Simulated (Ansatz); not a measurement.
Runs of Ansatz 0.2.0 on Ge. It takes space group Cmcm (No. 63, orthorhombic). The conventional cell has a = 2.976 Å, b = 5.189 Å, c = 4.728 Å, α = 90.00°, β = 90.00°, γ = 90.00°. Ge (site symmetry m2m) has 12 Ge at 2.92 to 2.99 Å as nearest neighbours. This isn't the form of Ge at room conditions, which is diamond.

| task | level | cell | k mesh | points for each segment of the path | atoms under strain | gap on the mesh (eV) | pressure (GPa) | relaxed volume (Å³/atom) |
| --- | --- | --- | --- | --- | --- | --- | --- | --- |
| band structure | revPBE | as given | 10 × 10 × 6 | 14 | - | none | 5.5 | - |
| elastic constants | PBEsol | as given | 7 × 7 × 5 | - | relaxed | none | 0.4 | - |
| band structure | PBEsol | as given | 10 × 10 × 6 | 14 | - | none | 0.5 | - |
| relaxation of cell and atoms | PBEsol | relaxed | 10 × 10 × 6 | - | - | none | 0.0 | (b) |
| relaxation of cell and atoms | revPBE | relaxed | 10 × 10 × 6 | - | - | none | 0.0 | (a) |

Alike in all rows: potentials or basis Ansatz PAW; no spin polarisation; cutoff (eV) 420; smearing fermi-dirac 0.05 eV.

**Question.** Estimate the missing entries.

**Answer.** (a) 19.63; (b) 18.36.

Caveats: the PAW data sets come from PBE, with cores solved anew for the run's functional, which leaves a small shift of forces and pressure; the plane-wave basis is chosen anew once the cell has moved, so the energies of steps on either side of that aren't comparable (some runs); the elastic tensor has a negative eigenvalue, so either the cell is unstable as it stands or the mesh is too thin (some runs).

A k mesh can miss the band edges, and the runs leave out spin-orbit coupling on Ge.

A gap of «none» marks a metal or a gap under the smearing width.
